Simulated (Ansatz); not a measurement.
CdO2 in Ansatz: the effect of functional

Crystal: CdO2.

```
CELL_PARAMETERS angstrom
3.54441 0.00000 0.00000
-1.77220 3.06955 0.00000
0.00000 0.00000 4.22943
ATOMIC_POSITIONS crystal
Cd 0.00000 0.00000 0.00000
O 0.33333 0.66667 0.24422
O 0.66667 0.33333 0.75578
```

The cell comes from a database or a generator and needn't be the stable form of this composition.

The cell isn't the ideal one: volume scaled by 1.06.

Alike in all runs:

* Program: Ansatz 0.2.0
* Task: single point
* Potentials or basis: Ansatz PAW
* k mesh: 9 × 9 × 7
* Occupations: fermi-dirac, width 0.05 eV
* Spin: no spin polarisation

Task: One run gave: pressure -17.5 GPa; largest force 0.74 eV/Å. Which functional did it use?
A. r2SCAN
B. PBEsol
C. LDA

Result: C.

```csv
functional,cutoff,pressure (GPa),largest force (eV/Å)
LDA,420 eV (not typed: the program's choice for these potentials),-17.5,0.74
PBEsol,420 eV (not typed: the program's choice for these potentials),-13.5,0.57
r2SCAN,500 eV (not typed: the program's choice for these potentials),-12.9,0.51
```

Caveats: the PAW data sets come from PBE, with cores solved anew for the run's functional, which leaves a small shift of forces and pressure.

Runs at the PBE level aren't shown here.
